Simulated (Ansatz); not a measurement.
The system is Cu3Au (Auricupride).

```
CELL_PARAMETERS angstrom
3.74000 0.00000 0.00000
0.00000 3.74000 0.00000
0.00000 0.00000 3.74000
ATOMIC_POSITIONS crystal
Au 0.00000 0.00000 0.00000
Cu 0.50000 0.50000 0.00000
Cu 0.50000 0.00000 0.50000
Cu 0.00000 0.50000 0.50000
```

Base run:

```yaml
Program: Ansatz 0.2.0
Functional: LDA
Potentials_or_basis: Ansatz PAW soft_1
Cutoff: "420 eV (not typed: the program's choice for these potentials)"
k_mesh: 5 × 5 × 5
Occupations: fermi-dirac, width 0.05 eV
Spin: spin-orbit coupling, no magnetisation
```

Its results: band gap on the k mesh none (metal or under the smearing width); pressure -9.5 GPa.

The run is repeated on the same cell with these changes: functional from LDA to PBE. What comes out?

Band gap on the k mesh none (metal or under the smearing width); pressure 4.5 GPa.

PBE binds less tightly than LDA, so the same cell stands under more pressure.

Caveats: the PAW data sets come from PBE, with cores solved anew for the run's functional, which leaves a small shift of forces and pressure (some runs).
